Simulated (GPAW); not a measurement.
# Ce (Im-3m) in GPAW: single point with LDA

Aim: the single point of Ce with LDA.

Everything below comes from runs of GPAW 26.7.0. Logs are shortened: lines on timing, memory, paths and dates and some standing lists are left out, and cuts for length are marked. The log counts tension as positive stress, the text compression.

## (1) The structure

The structure is cubic, space group Im-3m (No. 229). The conventional cell has a = 3.887 Å, b = 3.887 Å, c = 3.887 Å, α = 90.00°, β = 90.00°, γ = 90.00°. Ce (site symmetry m-3m) has 8 Ce at 3.37 Å as nearest neighbours.

This isn't the form of Ce at room conditions, which is fcc.

## (2) Single point, LDA, collinear spin, ferromagnetic start

run.py reads:

```python
from ase import Atoms
from ase.dft.bandgap import bandgap
from ase.io import write
from ase.units import GPa
from gpaw import GPAW, PW

atoms = Atoms(['Ce'],
              cell=[[-1.9432985503, 1.9432985503, 1.9432985503],
                    [1.9432985503, -1.9432985503, 1.9432985503],
                    [1.9432985503, 1.9432985503, -1.9432985503]],
              scaled_positions=[[0.0, 0.0, 0.0]],
              pbc=True)
atoms.set_initial_magnetic_moments([1.0])

calc = GPAW(mode=PW(800),
            xc='LDA',
            kpts={'size': (10, 10, 10), 'gamma': True},
            occupations={'name': 'methfessel-paxton', 'order': 0, 'width': 0.1},
            nbands=17,
            convergence={'density': 1e-05, 'energy': 1e-05},
            maxiter=150,
            txt='gpaw.txt')
atoms.calc = calc
energy = atoms.get_potential_energy()
forces = atoms.get_forces()
stress = atoms.get_stress()
calc.write('gs.gpw')
write('result.traj', atoms)
print(f'Energy: {energy:.6f} eV')
print('Forces (eV/A):')
print(forces.round(4))
print('Stress (GPa):', (stress / GPa).round(3))
print('Moments:', calc.get_magnetic_moments().round(3))
print('Fermi level:', round(calc.get_fermi_level(), 4), 'eV')
print(f'Gap: {bandgap(calc)[0]:.4f} eV, direct: {bandgap(calc, direct=True)[0]:.4f} eV')
```

Potentials or basis: the program's PAW data sets (release 1.2.1) made for this functional, pw.

On the command line:

```sh
> OMP_NUM_THREADS=1 python run.py
```

gpaw.txt:

```text
__  _  _
 | _ |_)|_||  |
 |__||  | ||/\| - 26.7.0

Input parameters:
  mode=PW(ecut=800.0),
  convergence={'density': 1e-05, 'energy': 1e-05},
  kpts=MonkhorstPack(size=(10, 10, 10), gamma=True),
  maxiter=150,
  nbands=17,
  occupations=Occupations(name='methfessel-paxton', order=0, width=0.1),
  xc=XC(name='LDA')

Diagonalizing LCAO Hamiltonian
Converting LCAO to pw mode

       Ce

Atoms  # Å, Bohr magnetons
|   | symbol |        x |        y |        z |    initial magnetic moments |
|---|--------|----------|----------|----------|-----------------------------|
| 0 |     Ce | 0.000000 | 0.000000 | 0.000000 | ( 0.0000,  0.0000,  1.0000) |

Unit cell  # Å
| periodic |         x |         y |         z |  lengths |     angles |
|----------|-----------|-----------|-----------|----------|------------|
|      yes | -1.943299 |  1.943299 |  1.943299 | 3.365892 | 109.471221 |
|      yes |  1.943299 | -1.943299 |  1.943299 | 3.365892 | 109.471221 |
|      yes |  1.943299 |  1.943299 | -1.943299 | 3.365892 | 109.471221 |

Number of symmetries: 48
Symmetry operations  # r_c * U_cc + t_c -> r_c
|    | kind |            matrix            |
|----|------|------------------------------|
|  0 |  σ   |  1, 1, 1,  0, 0,-1,  0,-1, 0 |
|  1 |  C4  |  1, 1, 1,  0, 0,-1, -1, 0, 0 |
|  2 |  C2  |  1, 1, 1,  0,-1, 0,  0, 0,-1 |
|  3 |  S6  |  1, 1, 1,  0,-1, 0, -1, 0, 0 |
|  4 |  S6  |  1, 1, 1, -1, 0, 0,  0, 0,-1 |
|  5 |  C4  |  1, 1, 1, -1, 0, 0,  0,-1, 0 |
|  6 |  E   |  1, 0, 0,  0, 1, 0,  0, 0, 1 |
|  7 |  σ   |  1, 0, 0,  0, 1, 0, -1,-1,-1 |
|  8 |  σ   |  1, 0, 0,  0, 0, 1,  0, 1, 0 |
|  9 |  C3  |  1, 0, 0,  0, 0, 1, -1,-1,-1 |
| 10 |  C3  |  1, 0, 0, -1,-1,-1,  0, 1, 0 |
| 11 |  σ   |  1, 0, 0, -1,-1,-1,  0, 0, 1 |
| 12 |  σ   |  0, 1, 0,  1, 0, 0,  0, 0, 1 |
| 13 |  C2  |  0, 1, 0,  1, 0, 0, -1,-1,-1 |
| 14 |  C3  |  0, 1, 0,  0, 0, 1,  1, 0, 0 |
| 15 |  S4  |  0, 1, 0,  0, 0, 1, -1,-1,-1 |
| 16 |  S4  |  0, 1, 0, -1,-1,-1,  1, 0, 0 |
| 17 |  C3  |  0, 1, 0, -1,-1,-1,  0, 0, 1 |
| 18 |  C3  |  0, 0, 1,  1, 0, 0,  0, 1, 0 |
| 19 |  S4  |  0, 0, 1,  1, 0, 0, -1,-1,-1 |
| 20 |  σ   |  0, 0, 1,  0, 1, 0,  1, 0, 0 |
| 21 |  C3  |  0, 0, 1,  0, 1, 0, -1,-1,-1 |
| 22 |  C2  |  0, 0, 1, -1,-1,-1,  1, 0, 0 |
| 23 |  S4  |  0, 0, 1, -1,-1,-1,  0, 1, 0 |
| 24 |  C4  |  0, 0,-1,  1, 1, 1,  0,-1, 0 |
| 25 |  σ   |  0, 0,-1,  1, 1, 1, -1, 0, 0 |
| 26 |  S6  |  0, 0,-1,  0,-1, 0,  1, 1, 1 |
| 27 |  C2  |  0, 0,-1,  0,-1, 0, -1, 0, 0 |
| 28 |  C4  |  0, 0,-1, -1, 0, 0,  1, 1, 1 |
| 29 |  S6  |  0, 0,-1, -1, 0, 0,  0,-1, 0 |
| 30 |  S6  |  0,-1, 0,  1, 1, 1,  0, 0,-1 |
| 31 |  C4  |  0,-1, 0,  1, 1, 1, -1, 0, 0 |
| 32 |  C4  |  0,-1, 0,  0, 0,-1,  1, 1, 1 |
| 33 |  S6  |  0,-1, 0,  0, 0,-1, -1, 0, 0 |
| 34 |  σ   |  0,-1, 0, -1, 0, 0,  1, 1, 1 |
| 35 |  C2  |  0,-1, 0, -1, 0, 0,  0, 0,-1 |
| 36 |  C2  | -1, 0, 0,  1, 1, 1,  0, 0,-1 |
| 37 |  S6  | -1, 0, 0,  1, 1, 1,  0,-1, 0 |
| 38 |  S6  | -1, 0, 0,  0, 0,-1,  1, 1, 1 |
| 39 |  C2  | -1, 0, 0,  0, 0,-1,  0,-1, 0 |
| 40 |  C2  | -1, 0, 0,  0,-1, 0,  1, 1, 1 |
| 41 |  i   | -1, 0, 0,  0,-1, 0,  0, 0,-1 |
| 42 |  S4  | -1,-1,-1,  1, 0, 0,  0, 1, 0 |
| 43 |  C3  | -1,-1,-1,  1, 0, 0,  0, 0, 1 |
| 44 |  C3  | -1,-1,-1,  0, 1, 0,  1, 0, 0 |
| 45 |  σ   | -1,-1,-1,  0, 1, 0,  0, 0, 1 |
| 46 |  S4  | -1,-1,-1,  0, 0, 1,  1, 0, 0 |
| 47 |  C2  | -1,-1,-1,  0, 0, 1,  0, 1, 0 |

BZ-sampling:
  Number of BZ points: 1000
  Number of IBZ points: 47

  Monkhorst-Pack size: [10, 10, 10]
  Monkhorst-Pack shift: [0.05, 0.05, 0.05]

K-points  # in reciprocal-cell coordinates
|     |                                coordinates |     weight |
|-----|--------------------------------------------|------------|
|   0 | (  0.00000000,   0.00000000,   0.00000000) | 0.00100000 |
|   1 | (  0.10000000,   0.00000000,   0.00000000) | 0.01200000 |
|   2 | (  0.10000000,   0.10000000,  -0.10000000) | 0.00600000 |
|   3 | (  0.20000000,   0.00000000,  -0.10000000) | 0.02400000 |
|   4 | (  0.20000000,   0.00000000,   0.00000000) | 0.01200000 |
|   5 | (  0.20000000,   0.10000000,  -0.10000000) | 0.02400000 |
|   6 | (  0.20000000,   0.20000000,  -0.20000000) | 0.00600000 |
|   7 | (  0.30000000,  -0.10000000,  -0.10000000) | 0.00800000 |
|   8 | (  0.30000000,   0.00000000,  -0.10000000) | 0.04800000 |
|   9 | (  0.30000000,   0.00000000,   0.00000000) | 0.01200000 |
| ... |                                            |            |
|  46 | (  0.50000000,   0.50000000,   0.50000000) | 0.00100000 |

Plane wave coefficients: 1526
Cutoff: 800.0 eV

Spin-components: 2 (collinear spins)
Bands:           17
Projectors:      8
Spin-degeneracy: 1
Datatype:        complex128

Parallelization:
  kpt:    1
  domain: 1
  band:   1

Density:
  Valence electrons: 12.0
  Components: 2
  Grid points: [24 24 24]
  Charge: 0.0  # |e|

Potential:
  Grid points: [24 24 24]

species:
  Ce:
    name:    Cerium
    Z:       58.0
    valence: 12
    core:    46
    charge:  0.0  # [|e|]
    compensation charges:
      type: gauss
      rc: 0.35  # [Å]
      lmax: 2
    cutoffs:
      filter: 1.17  # [Å]
      core: 2.14  # [Å]
    projectors
    | kind |    occ | energy [eV] | rcut [Å] |
    |------|--------|-------------|----------|
    |   5s |  2.000 |     -40.728 |    1.164 |
    |   6s |  2.000 |      -3.881 |    1.164 |
    |   5p |  6.000 |     -23.302 |    1.164 |
    |   6p |  0.000 |      -1.409 |    1.164 |
    |   5d |  1.000 |      -3.179 |    1.164 |
    |   4f |  1.000 |      -5.608 |    1.164 |
    |    d |        |      24.032 |    1.164 |
    |    f |        |      21.603 |    1.164 |

    Using partial waves for Ce as LCAO basis

Reference energy: -240925.551926  # eV

eigensolver:
  PPCG
  Converge bands: occupied
  niter=2

density mixing:
  MSR1-Mixer
  Pratt-step length: 0.05
  Maximum mixing coefficient: 0.75
  Old densities: 10
  SVD Regularization: 0.005
  Good broyden scale: 1.0
  Trust region scale: 1.0
  Backstep threshold: 4.0
  History deletion threshold: 6.0
  Fourier metric: weight=20.0, sigma=0.015

occupation numbers:
  Methfessel-Paxton:
    width: 0.1000  # eV
    order: 0

poisson solver:
  ecut: 6400.0  # eV

xc functional:
  name: None

convergence criteria:
- Maximum integral of absolute [dens]ity change: 1e-05 electrons / valence electron
- Maximum [total energy] change in last 3 cyles: 1e-05 eV / valence electron
- Maximum integral of absolute [eigenst]ate change: 4e-08 eV^2 / valence electron
maximum number of iterations: 150

SCF iterations
|iter     | |      energy | eigst |  dens |  magmom |
|---------|-|-------------|-------|-------|---------|
|iter:   1| |  -10.343656 | -0.66 |       |  +0.9991|
|iter:   2| |   -6.869223 | -0.92 | -0.19 |  +1.1417|
|iter:   3| |   -6.247616 | -1.32 | -0.63 |  +1.2049|
|iter:   4| |   -6.249603 | -3.22 | -1.47 |  +1.1873|
|iter:   5| |   -6.258727 | -3.26 | -1.50 |  +1.0950|
|iter:   6| |   -6.263406 | -3.69 | -1.82 |  +1.0216|
|iter:   7| |   -6.264058 | -4.89 | -2.03 |  +0.9911|
|iter:   8| |   -6.264953 | -4.81 | -2.05 |  +0.8997|
|iter:   9| |   -6.266060 | -4.75 | -2.27 |  +0.7989|
|iter:  10| |   -6.266575 | -4.51 | -2.19 |  +0.6942|
|iter:  11| |   -6.267665 | -5.13 | -2.42 |  +0.5710|
|iter:  12| |   -6.269321 | -4.24 | -2.42 |  +0.3603|
|iter:  13| |   -6.270064 | -4.33 | -2.51 |  +0.1578|
|iter:  14| |   -6.270121 | -4.50 | -2.27 |  -0.0251|
|iter:  15| |   -6.272841 | -3.70 | -2.09 |  +0.1817|
|iter:  16| |   -6.269433 | -3.88 | -2.01 |  +0.4006|
|iter:  17| |   -6.269772 | -4.69 | -2.31 |  +0.3771|
|iter:  18| |   -6.269893 | -5.11 | -2.87 |  +0.3809|
|iter:  19| |   -6.269897 | -5.79 | -3.27 |  +0.3686|
|iter:  20| |   -6.269779c| -7.02 | -3.24 |  +0.3822|
|iter:  21| |   -6.269833c| -7.33 | -3.13 |  +0.3771|
|iter:  22| |   -6.269961 | -6.28 | -3.23 |  +0.3652|
|iter:  23| |   -6.270132 | -6.38 | -3.36 |  +0.3426|
|iter:  24| |   -6.270381 | -5.95 | -3.48 |  +0.2997|
|iter:  25| |   -6.270518 | -6.38 | -3.78 |  +0.2705|
|iter:  26| |   -6.270551 | -7.56c| -4.17 |  +0.2644|
|iter:  27| |   -6.270546c| -8.22c| -4.41 |  +0.2662|
|iter:  28| |   -6.270538c| -8.07c| -5.01c|  +0.2677|

Converged in 28 steps
Energy contributions relative to reference atoms: (reference = -240925.551926)

Energy contributions:
  Kinetic:         -12.874835
  Coulomb:          13.947611
  Zero:              0.309686
  External:          0.000000
  Xc:               -7.639742
  Entropy:          -0.026516
  Spinorbit:         0.000000
  ----------------------------
  Free energy:      -6.283796
  Extrapolated:     -6.270538

dipole moment: (-12.412948, -12.412948, -12.412948)  # |e|*Ang

Total magnetic moment: (0.000000, 0.000000, 0.267739)

Local magnetic moments
|        x |        y |        z |
|----------|----------|----------|
| 0.000000 | 0.000000 | 0.202536 |  # Ce   0

Fermi level: 11.739
Eigenvalues  # (at kpt = [0.000, 0.000, 0.000])
| band index |      eig [eV] | occ [0-1] |      eig [eV] | occ [0-1] |
|------------|---------------|-----------|---------------|-----------|
|          0 |       -22.994 |     1.000 |       -22.891 |     1.000 |
|          1 |        -4.459 |     1.000 |        -4.366 |     1.000 |
|          2 |        -4.459 |     1.000 |        -4.366 |     1.000 |
|          3 |        -4.459 |     1.000 |        -4.366 |     1.000 |
|          4 |         8.641 |     1.000 |         8.709 |     1.000 |
|          5 |        11.815 |     0.140 |        11.941 |     0.002 |
|          6 |        11.815 |     0.140 |        11.941 |     0.002 |
|          7 |        11.815 |     0.140 |        11.941 |     0.002 |
|          8 |        12.459 |     0.000 |        12.586 |     0.000 |
|          9 |        12.459 |     0.000 |        12.586 |     0.000 |
|         10 |        12.459 |     0.000 |        12.586 |     0.000 |
|         11 |        12.634 |     0.000 |        12.777 |     0.000 |
|         12 |        13.472 |     0.000 |        13.547 |     0.000 |
|        ... |               |           |               |           |
|         16 |        16.262 |     0.000 |        16.324 |     0.000 |

No gap
No difference between direct/indirect transitions

Forces  # eV/Ang
|        x |       y |        z |
|----------|---------|----------|
| -0.00000 | 0.00000 | -0.00000 |  # Ce   0

Stress tensor  # eV/Ang^3
|        x |         y |         z |
|----------|-----------|-----------|
| 0.042952 |  0.000000 |  0.000000 |
| 0.000000 |  0.042952 | -0.000000 |
| 0.000000 | -0.000000 |  0.042952 |

# Writing to gs.gpw (mode='')
```

It took 2.3 min on 1 thread of Arm Neoverse V1, shared host; peak memory 0.22 GiB.

What came out:

* Free energy: -6.2838 eV
* Pressure: -6.9 GPa
* Band gap on the k mesh: none (metal or under the smearing width)
* Net moment: 0.27 μB per cell
* Site moments: Ce +0.20 μB

Levels at points of the mesh, in eV from the Fermi level:
Spin up:
```tsv
k point	band 4	band 5	band 6	band 7	band 8	band 9
(0.00, 0.00, 0.00)	-16.20	-3.10	0.08	0.08	0.08	0.72
(0.50, 0.50, 0.00)	-16.24	-2.07	-0.34	0.10	0.25	0.33
(0.50, 0.50, 0.50)	-17.65	-2.37	-2.37	0.10	0.37	0.37
```
Spin down:
| k point | band 2 | band 3 | band 4 | band 5 | band 6 | band 7 | band 8 | band 9 | band 10 | band 11 |
| --- | --- | --- | --- | --- | --- | --- | --- | --- | --- | --- |
| (0.00, 0.00, 0.00) | -16.10 | -16.10 | -16.10 | -3.03 | 0.20 | 0.20 | 0.20 | 0.85 | 0.85 | 0.85 |
| (0.50, 0.50, 0.00) | -18.29 | -16.78 | -16.15 | -2.00 | -0.27 | 0.22 | 0.37 | 0.47 | 0.79 | 0.84 |
| (0.50, 0.50, 0.50) | -17.56 | -17.56 | -17.56 | -2.31 | -2.31 | 0.24 | 0.49 | 0.49 | 0.49 | 0.98 |

Caveat: one-centre terms of the f shell are cut off; the magnetic or orbital state may not be the lowest; spin-orbit coupling is left out, which moves the levels of the heavy elements. The state reached can hang on the start; a lower one may exist.

## (3) For comparison

An earlier run on the cell as given: functional PBE; potentials or basis GPAW PAW data sets (gpaw-data 1.2.1); cutoff 800 eV; basis pw; k mesh 10 × 10 × 10; occupations fermi-dirac, width 0.05 eV; collinear spin, ferromagnetic start; starting moments [1.0] μB.

- Pressure: -0.5 GPa
- Band gap on the k mesh: none (metal or under the smearing width)
- Net moment: 1.02 μB per cell
- Site moments: Ce +0.66 μB
